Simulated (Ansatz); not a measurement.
# Calculated records

```
! title: BN (P6_3/mmc): band gap by G0W0 on PBE
! method: DFT, PBE, plane waves, PAW (and 1 further level or step)
! program: Ansatz 0.2.0
! settings of one run: cutoff 420 eV, 12×12×4 k-mesh, smearing width 0.02 eV, default PAW
! cost: 2 runs, 24 s in all on 1 × NVIDIA H100 80GB HBM3 (shared by 6 runs) with 2 threads of AMD EPYC 7R13 (Zen 3), shared host (the runs of this entry)
! notes: The database entry behind the starting cell differs from later determinations by our own check (about 0.3 % short, minor phase). The cell and positions come from the Crystallography Open Database and are kept as given unless a step says otherwise. From 45 bands and 60 eV to 238 bands and 200 eV the gap moves by 6.066 − 5.827 = +0.239 eV (rung by rung 5.827, 5.919, 6.066 eV); bands and screening cutoff rise together, so their parts are not told apart. A line in one over the bands through the two highest rungs gives 6.066 + (6.066 − 5.919) × 115 / (238 − 115) = 6.203 eV, and through the pair below 5.919 + (5.919 − 5.827) × 45 / (115 − 45) = 5.978 eV. [rest of the remark cut]
! PBE gap over mesh and path: 4.252 eV, from k = (0.300, 0.300, 0.000) to k = (0.500, 0.000, 0.000)
! G0W0@PBE gap over 12 of 24 irreducible mesh points: 6.066 eV, from k = (0.333, 0.333, -0.500) to k = (0.111, 0.444, 0.000)
! GW settings: 9×9×2 mesh, 230 empty bands, screening to 200 eV
! known limits: finite bands, screening cutoff and k mesh; no spin-orbit coupling in G0W0
CELL_PARAMETERS angstrom
2.49824 0.00000 0.00000
-1.24912 2.16354 0.00000
0.00000 0.00000 6.63570
ATOMIC_POSITIONS crystal
B 0.33333 0.66667 0.25000
B 0.66667 0.33333 0.75000
N 0.33333 0.66667 0.75000
N 0.66667 0.33333 0.25000
```

[Paths, hosts, dates, memory and timing lines, banners, echoed tables and standing remarks are left out of the program output.]

[Logs are printed without paths, hosts, clocks, repeated set-up lines and the standing remarks that a program may print on its own settings, such as how far it seeks lower states.]

[Runs of the session that timed out or met a known fault of the program may be left out.]

[Cells called generated may have been cut or substituted from an entry of the Crystallography Open Database or the Materials Project.]

[Hosts, paths, dates, database ids (printed as entryN), source tags and the programs' standing remarks are cut or masked in the printed files.]
